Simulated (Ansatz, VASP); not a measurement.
# Li2S in VASP and in Ansatz

```
CELL_PARAMETERS angstrom
0.00000 2.84450 2.84450
2.84450 0.00000 2.84450
2.84450 2.84450 0.00000
ATOMIC_POSITIONS crystal
S 0.00000 0.00000 0.00000
Li 0.75000 0.75000 0.75000
Li 0.25000 0.25000 0.25000
```

Alike in both runs: task single point; functional PBEsol; k mesh 8 × 8 × 8; occupations gaussian, width 0.05 eV; no spin polarisation.

|  | VASP | Ansatz |
| --- | --- | --- |
| version | VASP 6.6.1 | Ansatz 0.2.0 |
| potentials or method | VASP PAW PBE potentials, release 64 (S, Li_sv) | Ansatz PAW |
| plane-wave cutoff (eV) | 520 | 420 |
| valence electrons in the cell | 12 | 12 |

|  | VASP | Ansatz | Ansatz less VASP |
| --- | --- | --- | --- |
| gap on the k mesh at the Fermi level (eV) | 3.22 | 3.22 | 0.000 |
| least direct gap on the mesh (eV) | 4.13 | 4.12 | -0.010 |

 A k mesh can miss the band edges.
